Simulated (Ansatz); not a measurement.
Start of a relaxation, clean slab, lower half held (Si, P6_3/mmc (No. 194), (0 0 1) face):

```xyz
6
Lattice="3.8249 0.0000 0.0000 -1.9124 3.3125 0.0000 0.0000 0.0000 24.1211" Properties=species:S:1:pos:R:3 pbc="T T T"
Si    1.9124    1.1042    8.5000
Si    0.0000    2.2083    9.2968
Si    0.0000    2.2083   11.6622
Si    1.9124    1.1042   12.4590
Si    1.9124    1.1042   14.8243
Si    0.0000    2.2083   15.6211
```

Level of theory: DFT PBEsol, scalar-relativistic, plane waves, PAW (Ansatz 0.2.0). Plane waves to 420 eV, a k mesh through Γ of 9×9×1 on the computed 6-atom cell and Gaussian smearing (0.05 eV); no spin polarisation. The cell repeats along c with a dipole correction in the vacuum.

Atoms 1, 2, 3 (counted from 1) are held. The cell is fixed. Force threshold 0.03 eV/Å.

```csv
step,E − E_final (eV),largest force (eV/Å)
1,0.039,0.589
2,0.005,0.288
3,0.000,0.018
4,0.000,0.018
```

(1) What is the final structure?

## Answers

(1)
```
Si
1.0
     3.82489    0.00000    0.00000
    -1.91244    3.31245    0.00000
     0.00000    0.00000   24.12113
Si
6
Direct
  0.66667 0.33333 0.35239
  0.33333 0.66667 0.38542
  0.33333 0.66667 0.48348
  0.66667 0.33333 0.51508
  0.66667 0.33333 0.61430
  0.33333 0.66667 0.64210
```

The reference crystal is a form of Si, which isn't its usual structure.